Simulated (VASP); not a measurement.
Set up this calculation in VASP 6.6.1, as the native input.

| Item | Value |
| --- | --- |
| Task | band structure |
| Functional | r2SCAN |
| Potentials or basis | VASP PAW PBE potentials, release 64 (Nb_sv, Sn_d) |
| Cutoff | 520 eV |
| k mesh | 8 × 8 × 8 |
| Occupations | methfessel-paxton, width 0.1 eV |
| Spin | no spin polarisation |
| Further INCAR settings | ALGO = Normal; EDIFF = 1e-06; NBANDS = 63 |

The structure of Nb3Sn lies in POSCAR:

```
Nb3Sn                                   
1.0
    5.2569992690      0.0000000000      0.0000000000
    0.0000000000      5.2569992690      0.0000000000
    0.0000000000      0.0000000000      5.2569992690
  Nb              Sn            
     6     2
Direct
     0.2500000000000000    0.0000000000000000    0.5000000000000000
     0.5000000000000000    0.7500000000000000    0.0000000000000000
     0.7500000000000000    0.0000000000000000    0.5000000000000000
     0.5000000000000000    0.2500000000000000    0.0000000000000000
     0.0000000000000000    0.5000000000000000    0.7500000000000000
     0.0000000000000000    0.5000000000000000    0.2500000000000000
     0.0000000000000000    0.0000000000000000    0.0000000000000000
     0.5000000000000000    0.5000000000000000    0.5000000000000000
```

One way to write it, as run:

INCAR

```
PREC = Accurate ; ENCUT = 520
EDIFF = 1E-6 ; ISMEAR = 1
SIGMA = 0.1 ; LREAL = F
LASPH = T ; NELM = 80
ALGO = Normal ; ISIF = 2
LWAVE = F ; LCHARG = F
LMAXMIX = 4 ; METAGGA = R2SCAN
LMIXTAU = T ; NBANDS = 63
KPAR = 4
```

KPOINTS

```
regular mesh
0
Gamma
  8 8 8
```

KPOINTS_OPT

```
explicit points
188
Reciprocal
 0.0000000000  0.0000000000  0.0000000000 1
 0.0000000000  0.0263157895  0.0000000000 1
 0.0000000000  0.0526315789  0.0000000000 1
 0.0000000000  0.0789473684  0.0000000000 1
 0.0000000000  0.1052631579  0.0000000000 1
 0.0000000000  0.1315789474  0.0000000000 1
[... 180 lines left out ...]
 0.0208055800  0.4791944200  0.0000000000 1
-0.0208055800  0.5208055800  0.0000000000 1
```

Potentials or basis: VASP PAW PBE potentials, release 64 (Nb_sv, Sn_d).

Run with:

```bash
$ cat potpaw_PBE.64/Nb_sv/POTCAR potpaw_PBE.64/Sn_d/POTCAR > POTCAR
$ mpirun -np 4 vasp_std > vasp.out
```

Results of the run:

| Property | Result |
| --- | --- |
| Pressure | 4.7 GPa |
| Band gap along the path | none (metal or under the smearing width) |

Caveat: the PAW data sets were made with another functional, which shifts forces and pressure a little; spin-orbit coupling is left out, which moves the levels of the heavy elements.

Wall time 19 min on 4 MPI ranks on AMD EPYC 9R45 96-Core Processor (Zen 5), on a shared host, peak memory 0.52 GiB a rank.
